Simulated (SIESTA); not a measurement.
The system is CuO.

```
CELL_PARAMETERS angstrom
1.99097 -2.15355 0.00000
1.99097 2.15355 0.00000
0.00000 0.00000 5.15593
ATOMIC_POSITIONS crystal
Cu 0.50139 0.99208 0.99690
Cu 0.99817 0.48870 0.49358
O 0.49427 0.50718 0.25213
O 0.50850 0.50044 0.74135
```

The cell comes from a database or a generator and needn't be the stable form of this composition.

The cell isn't the ideal one: atoms moved at random, drawn with an rms of 0.05 Å.

Base run:

- Program: SIESTA 5.4.2
- Functional: PBE
- Potentials or basis: PseudoDojo 0.4 standard (PBE files)
- Basis: DZP (energy shift 0.003 Ry; two zetas on semicore shells)
- Grid cutoff: 800 Ry
- Energy shift: 0.003 Ry
- k mesh: 9 × 9 × 5
- Occupations: fermi-dirac, width 0.05 eV
- Spin: no spin polarisation

Its results: band gap on the k mesh none (metal or under the smearing width); pressure 3.1 GPa; largest force 0.676 eV/Å.

Question: The run is repeated on the same cell with these changes: functional from PBE to PBEsol; potentials or basis from PseudoDojo 0.4 standard (PBE files) to PseudoDojo 0.4 standard (PBEsol files). What comes out?

Answer: Band gap on the k mesh none (metal or under the smearing width); pressure -4.4 GPa; largest force 0.648 eV/Å.

Caveats: short orbitals over semicore shells can move pressures by several GPa; the basis of atomic orbitals isn't converged, which shifts pressures, moduli and gaps; the run has no spin polarisation, though such a crystal can be magnetic; semilocal functionals often make such compounds metallic where correlation or magnetic order opens a gap, which also shifts bond lengths.
